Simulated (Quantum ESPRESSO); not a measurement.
# ZnS (F-43m): modes at Γ and the response to a field

Which modes does ZnS (F-43m) have at the zone centre?

Calculated with Quantum ESPRESSO 7.5; DFT LDA, scalar-relativistic, plane waves, PseudoDojo norm-conserving pseudopotentials.

Report form: the programs' logs are mostly left out.

The database entry behind the starting cell differs from later determinations by our own check (about 0.1 % short), so it need not match the best structure at ambient conditions.

## Step 1: Starting point

The structure is cubic, space group F-43m (No. 216). Conventional cell: a = 5.404 Å, b = 5.404 Å, c = 5.404 Å, α = 90.00°, β = 90.00°, γ = 90.00°. Nearest to Zn lie 4 S at 2.34 Å. Nearest to S lie 4 Zn at 2.34 Å. Farther neighbours and most contacts between anions are not listed.

## Step 2: A probe with smearing

A cheap run with smearing and empty bands tells whether the crystal has a gap, which decides between fixed occupations and smearing later on.

Contents of probe.in:

```
&CONTROL
  calculation = 'scf'
  prefix      = 'x'
  outdir      = './tmp'
  pseudo_dir  = './pseudo'
  tprnfor     = .true.
  tstress     = .true.
  verbosity   = 'high'
/
&SYSTEM
  ibrav       = 0
  nat         = 2
  ntyp        = 2
  ecutwfc     = 84.0
  occupations = 'smearing'
  smearing    = 'gaussian'
  degauss     = 0.01
/
&ELECTRONS
  conv_thr         = 1.0d-07
  mixing_beta      = 0.7
  electron_maxstep = 100
/
ATOMIC_SPECIES
 Zn     65.3800  Zn.upf
 S      32.0600  S.upf
CELL_PARAMETERS angstrom
     0.000000000    2.702000000    2.702000000
     2.702000000    0.000000000    2.702000000
     2.702000000    2.702000000    0.000000000
ATOMIC_POSITIONS crystal
 Zn     0.250000000   0.250000000   0.250000000
 S      0.000000000   0.000000000   0.000000000
K_POINTS automatic
 6 6 6 0 0 0
```

Launch:

```sh
> OMP_NUM_THREADS=1 mpirun -n 4 pw.x -nk 4 -in probe.in > probe.out
```

The job ended after 3 s (4 MPI ranks of Intel Xeon 6975P-C (Granite Rapids), shared host).

Numbers from this step:

```
volume per atom   : 19.73 Å³
pressure          : -4.389 GPa
gap on the k-mesh : 1.857 eV
```

A gap of 1.9 eV opens on this mesh, so the crystal is taken as an insulator; the start stands at -4.4 GPa.

## Step 3: Relaxing the cell and atoms

The relaxation runs at a cutoff a fifth above that of the response, since stress converges more slowly with the basis than frequencies do. Forces and stress are brought to rest with tight thresholds.

Contents of relax.in:

```
&CONTROL
  calculation   = 'vc-relax'
  prefix        = 'x'
  outdir        = './tmp'
  pseudo_dir    = './pseudo'
  tprnfor       = .true.
  tstress       = .true.
  forc_conv_thr = 2.0d-05
  etot_conv_thr = 1.0d-07
  nstep         = 40
/
&SYSTEM
  ibrav       = 0
  nat         = 2
  ntyp        = 2
  ecutwfc     = 101
  occupations = 'fixed'
  nbnd        = 15
/
&ELECTRONS
  conv_thr         = 1.0d-11
  mixing_beta      = 0.7
  electron_maxstep = 100
/
&IONS
/
&CELL
  press_conv_thr = 0.2
/
ATOMIC_SPECIES
 Zn     65.3800  Zn.upf
 S      32.0600  S.upf
CELL_PARAMETERS angstrom
     0.000000000    2.702000000    2.702000000
     2.702000000    0.000000000    2.702000000
     2.702000000    2.702000000    0.000000000
ATOMIC_POSITIONS crystal
 Zn     0.250000000   0.250000000   0.250000000
 S      0.000000000   0.000000000   0.000000000
K_POINTS automatic
 8 8 8 0 0 0
```

Launch:

```sh
> OMP_NUM_THREADS=1 mpirun -n 4 pw.x -nk 4 -in relax.in > relax.out
```

Wall time 28 s (4 MPI ranks).

The steps of the relaxation:

```
step  energy less that of the first step (eV)  largest force (eV/Å)  pressure (GPa)  volume (Å³)
   1                                   0.0000                0.0000           -4.45        39.45
   2                                  -0.0204                0.0000           -2.89        38.57
   3                                  -0.0334                0.0000           -0.21        37.26
   4                                  -0.0335                0.0000            0.01        37.16
   5                                  -0.0335                0.0000            0.00        37.17
   6                                  -0.0335                0.0000            0.00        37.17
```

```
conventional cell, symmetrised  before  after  change
                         a (Å)   5.404  5.298  -2.0 %
                         b (Å)   5.404  5.298  -2.0 %
                         c (Å)   5.404  5.298  -2.0 %
              volume (Å³/atom)   19.73  18.58  -5.8 %
```

Final coordinates:

```cif
data_structure
_symmetry_space_group_name_H-M 'P 1'
_symmetry_Int_Tables_number 1
_cell_length_a 3.7459
_cell_length_b 3.7459
_cell_length_c 3.7459
_cell_angle_alpha 60.000
_cell_angle_beta 60.000
_cell_angle_gamma 60.000
_cell_volume 37.17
loop_
_atom_site_label
_atom_site_type_symbol
_atom_site_fract_x
_atom_site_fract_y
_atom_site_fract_z
_atom_site_occupancy
Zn1 Zn 0.25000 0.25000 0.25000 1
S2 S 0.00000 0.00000 0.00000 1
```

The last row of the table of steps is pw.x's closing run on a basis chosen anew for the final cell, so its energy can jump.

Numbers from this step:

```
volume per atom   : 18.58 Å³
pressure          : 0.001 GPa
gap on the k-mesh : 2.123 eV
```

The volume changes by -5.8 % from the cell with which this run began.

## Step 4: Self-consistent run for the response

Perturbation theory inherits every error of the wavefunctions, so the threshold is set near the limit of the arithmetic. With a gap, occupations are fixed, which also allows the response to an electric field.

Contents of scf.in:

```
&CONTROL
  calculation = 'scf'
  prefix      = 'x'
  outdir      = './tmp'
  pseudo_dir  = './pseudo'
  tprnfor     = .true.
  tstress     = .true.
/
&SYSTEM
  ibrav       = 0
  nat         = 2
  ntyp        = 2
  ecutwfc     = 84.0
  occupations = 'fixed'
  nbnd        = 15
/
&ELECTRONS
  conv_thr         = 1.0d-12
  mixing_beta      = 0.7
  electron_maxstep = 100
/
ATOMIC_SPECIES
 Zn     65.3800  Zn.upf
 S      32.0600  S.upf
CELL_PARAMETERS angstrom
     0.000000000    2.648769944    2.648769944
     2.648769944    0.000000000    2.648769944
     2.648769944    2.648769944    0.000000000
ATOMIC_POSITIONS crystal
 Zn     0.250000000   0.250000000   0.250000000
 S      0.000000000   0.000000000   0.000000000
K_POINTS automatic
 8 8 8 0 0 0
```

Launch:

```sh
> OMP_NUM_THREADS=1 mpirun -n 4 pw.x -nk 4 -in scf.in > scf.out
```

Elapsed: 5.9 s, on 4 MPI ranks; 23 s of CPU time.

The cell stands at 0.001 GPa, close enough for phonons.

## Step 5: Linear response at Γ

At q = 0 one unit cell holds all displacements; symmetry groups them into irreducible representations that are solved one by one. The response to a field gives ε∞ and the Born charges, which polar modes need.

Contents of ph.in:

```
phonons
&INPUTPH
  prefix = 'x'
  outdir = './tmp'
  fildyn = 'g.dyn'
  tr2_ph = 1.0d-18
  epsil  = .true.
/
0.000000000000 0.000000000000 0.000000000000
```

Launch:

```sh
> OMP_NUM_THREADS=1 mpirun -n 4 ph.x -nk 4 -in ph.in > ph.out
```

It took 2.5 min on 4 MPI ranks; 10 min of CPU time.

This step gave:

| Item | Value |
| --- | --- |
| miss of the charge sum rule | 0.01921 e |
| largest acoustic frequency at the zone centre before the sum rule | 2.87 cm⁻¹ |
| highest optical zone-centre mode (no LO-TO term) | 291.2 cm⁻¹ |
| lowest optical zone-centre mode | 291.2 cm⁻¹ |
| mean high-frequency dielectric constant | 6.348 |
| largest Born charge in size (third of the trace) | 1.929 e |

Born charge (rows field, columns displacement), before the sum rule (e), principal values of the symmetric part by kind of site:

```
atom  atoms with these values    low  middle   high   mean
 Zn1                        1   1.91    1.91   1.91   1.91
  S2                        1  -1.93   -1.93  -1.93  -1.93
```

In full for Zn1:

```
1.91 0.00 0.00
0.00 1.91 0.00
0.00 0.00 1.91
```

High-frequency dielectric tensor:

```
6.35 0.00 0.00
0.00 6.35 0.00
0.00 0.00 6.35
```

The acoustic modes at Γ come out as far as 2.9 cm⁻¹ from zero, where they should vanish, a small numerical error; the Born charges miss their sum rule by 0.019 e, which is good.

## Step 6: Zone-centre analysis

A rigid shift of the crystal must cost nothing, but grids and finite bases break this; the acoustic sum rule is imposed before the matrix is diagonalised again. With Born charges the intensities follow, and the static dielectric tensor.

Contents of dynmat.in:

```
&INPUT
  fildyn = 'g.dyn'
  asr    = 'simple'
  fileig = 'dynmat.eig'
  lperm  = .true.
/
```

Launch:

```sh
> dynmat.x -in dynmat.in > dynmat.out
```

Run time: 0.63 s. Hardware: 1 thread.

This step gave:

| Property | Result |
| --- | --- |
| mean static dielectric constant | 9.023 |

Unit eigenvectors of the mass-weighted matrix after the sum rule; no LO-TO term. Modes at Γ, with each element's share of the kinetic energy:

```
mode  frequency (cm⁻¹)  symmetry  Zn %  S %
   1               0.0  acoustic    67   33
   2               0.0  acoustic    67   33
   3               0.0  acoustic    67   33
   4             291.2        T2    33   67
   5             291.2        T2    33   67
   6             291.2        T2    33   67
```

Displacements in mode 4 (291.2 cm⁻¹), the largest set to 1:
```
Zn1  0.00 -0.49  0.00
S2   0.00  1.00  0.00
```

Degenerate modes summed, no LO-TO term. Infrared lines, with heights relative to the strongest:

```
position (cm⁻¹)  lines merged  label  IR intensity, relative
            291             3     T2                     100
```

Static dielectric tensor (ions relaxed, fixed cell):

```
9.02 0.00 0.00
0.00 9.02 0.00
0.00 0.00 9.02
```

The rule moves no optical mode by more than 0.1 cm⁻¹.

## Step 7: The LO-TO splitting (1 0 0)

A longitudinal polar mode sets up a macroscopic field that stiffens it; the term hangs on the direction from which q goes to zero.

Contents of dynmat.in:

```
&INPUT
  fildyn = 'g.dyn'
  asr    = 'simple'
  fileig = 'dynmat.eig'
  q(1)   = 1.0
  q(2)   = 0.0
  q(3)   = 0.0
/
```

Launch:

```sh
> dynmat.x -in dynmat.in > dynmat.out
```

It took 0.62 s on 1 thread.

Read from the output:

```
highest mode moved by the LO-TO term : 347.1 cm⁻¹
```

Zone-centre frequencies as printed; negative means imaginary. Modes:

```
mode  frequency (cm⁻¹)
   1                 0
   2                 0
   3                 0
   4             291.2
   5             291.2
   6             347.1
```

The field moves one mode, from 291 to 347 cm⁻¹; the others stay.

## Step 8: Results

```json
{
  "space group after relaxation": "F-43m",
  "volume per atom": "18.6 Å³",
  "gap on the k-mesh": "2.12 eV",
  "highest optical zone-centre mode (no LO-TO term)": "291.2 cm⁻¹",
  "highest mode moved by the LO-TO term": "347.1 cm⁻¹",
  "mean high-frequency dielectric constant": "6.35",
  "largest Born charge in size (third of the trace)": "1.93 e",
  "mean static dielectric constant": "9.02",
  "imaginary optical modes at the zone centre (no q mesh in this session)": "none"
}
```

**Reading.** At the LDA level the optical modes of ZnS (F-43m) at the zone centre (no LO-TO term) lie at 291 cm⁻¹. Along the directions run, the highest mode that the macroscopic field moves lies at 347 cm⁻¹. Lattice motion raises the mean dielectric constant from 6.348 to 9.023. The Born charge of Zn is 1.910 e against a formal charge of +2, close to the ionic value. The Lyddane-Sachs-Teller relation holds: (ωLO/ωTO)² is 1.42 and ε₀/ε∞ is 1.42. Left out of this account: PBE with PseudoDojo NC, since it is gradient-corrected and no frozen-mode check or second program bears its response out; PBEsol with PseudoDojo NC, since it is gradient-corrected and no frozen-mode check or second program bears its response out. What is said of the levels holds for those shown. These are harmonic frequencies at zero temperature: anharmonic shifts and linewidths and thermal expansion are left out.

[Host names and launcher messages were left out of these logs when they were recorded.]

[Logs are printed without paths, hosts, clocks, repeated set-up lines and the standing remarks that a program may print on its own settings, such as how far it seeks lower states.]

[Hosts, paths, dates, database ids (printed as entryN), source tags and the programs' standing remarks are cut or masked in the printed files.]
